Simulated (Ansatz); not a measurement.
ZnS (started from an entry of an open crystallographic database), relaxed with r2SCAN in Ansatz. Space group F-43m (No. 216), cubic; a = 5.388 Å in the conventional setting, 19.55 Å³ an atom. Zn is surrounded by 4 S at 2.33 Å; S is surrounded by 4 Zn at 2.33 Å.

The axes x, y and z are those of this cell:
```
Zn S
1.0
     0.00000    2.69410    2.69410
     2.69410    0.00000    2.69410
     2.69410    2.69410    0.00000
Zn S
1 1
Direct
  0.25000 0.25000 0.25000
  0.00000 0.00000 0.00000
```

Unstrained: With PBE the gap is 2.147 eV and direct, at Γ. With r2SCAN the gap is 2.705 eV and direct, at Γ. HSE06 gives a direct gap of 3.378 eV at Γ. Meshes: PBE 8×8×8, r2SCAN 8×8×8, HSE06 6×6×6. Strains are changes of length per length. After each strain the atoms were relaxed again with r2SCAN within the symmetry that the strain leaves, so tilts or polar shifts that break it weren't tested; points keep the names that they have in the unstrained zone. No spin polarisation and no zero-point or thermal motion.

Problem. Estimate what biaxial -1.12 % in x and y, z held does to the gap.

Solution. PBE: the gap goes from 2.147 to 2.232 eV (+0.085 eV); with r2SCAN the top three valence levels at Γ, degenerate before, become 2+1 from the top over 43 meV. r2SCAN: the gap goes from 2.705 to 2.795 eV (+0.090 eV). HSE06: the gap goes from 3.378 to 3.471 eV (+0.093 eV). The r2SCAN energy rises by 2.8 meV an atom.

Problem. Estimate what uniaxial -1.61 % along y, other directions held does to the gap.

Solution. PBE: the gap goes from 2.147 to 2.180 eV (+0.033 eV); with r2SCAN the top three valence levels at Γ, degenerate before, become 1+2 from the top over 58 meV. r2SCAN: the gap goes from 2.705 to 2.741 eV (+0.036 eV). HSE06: the gap goes from 3.378 to 3.416 eV (+0.038 eV). The r2SCAN energy rises by 1.8 meV an atom.

The meshes of the hybrids are coarse, so their gaps aren't converged to the digits shown.

The splittings at Γ are without spin-orbit coupling, which regroups them where it is of like size or larger.
